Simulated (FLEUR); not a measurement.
Runs of FLEUR MaX-R8.1 (later development tree) on PbS (Galena). Symmetry: Fm-3m, No. 225, cubic system. The conventional cell has a = 5.931 Å, b = 5.931 Å, c = 5.931 Å, α = 90.00°, β = 90.00°, γ = 90.00°. Around Pb (site symmetry m-3m) lie 6 S at 2.97 Å. Around S (site symmetry m-3m) lie 6 Pb at 2.97 Å. 

| task | level | gmax | muffin-tin radii | max iterations | mixing factor | mixer | kmax | gap on the mesh (eV) | V0 of scaled cells (Å³/atom) | B0 (GPa) |
| --- | --- | --- | --- | --- | --- | --- | --- | --- | --- | --- |
| single point | PBE | 11.9 1/bohr | Pb 2.66, S 2.16 bohr | 60 | 0.05 | Anderson | 3.84 1/bohr | 0.36 | - | - |
| band structure | PBEsol | 13.7 1/bohr | Pb 2.66, S 2.22 bohr | 60 | 0.05 | Anderson | 4.41 1/bohr | 0.25 | - | - |
| equation of state | PBEsol | 14.1 1/bohr | Pb 2.66, S 2.16 bohr | - | - | - | 4.54 1/bohr | - | (a) | 59 |
| band structure | RPBE | 13.7 1/bohr | Pb 2.66, S 2.22 bohr | 60 | 0.05 | Anderson | 4.41 1/bohr | 0.57 | - | - |
| equation of state | PBE | 11.9 1/bohr | Pb 2.66, S 2.16 bohr | - | - | - | 3.84 1/bohr | - | 27.13 | (b) |
| equation of state | SCAN | 14.1 1/bohr | Pb 2.66, S 2.16 bohr | - | - | - | 4.54 1/bohr | - | 26.47 | 58 |
| band structure | SCAN | 13.7 1/bohr | Pb 2.66, S 2.22 bohr | 60 | 0.05 | Anderson | 4.41 1/bohr | 0.56 | - | - |

Alike in all rows: potentials or basis all-electron, FLAPW; no spin polarisation; cell as given; k mesh 8 × 8 × 8; smearing fermi-dirac 0.05 eV.

Task: Estimate the missing entries.

Result: (a) 25.72; (b) 53.

Caveats: spin-orbit coupling is left out, which as a rule narrows the gap of such compounds by several tenths of an eV (some runs); the meta-GGA is that of a development version, with a GGA for the radial functions and cores and without core tails (some runs); the plane-wave cutoff is short for the semicore states, which can make moduli rough (some runs).

A k mesh can miss the band edges, and the runs leave out spin-orbit coupling on Pb.

Not every run made on this cell is shown here.
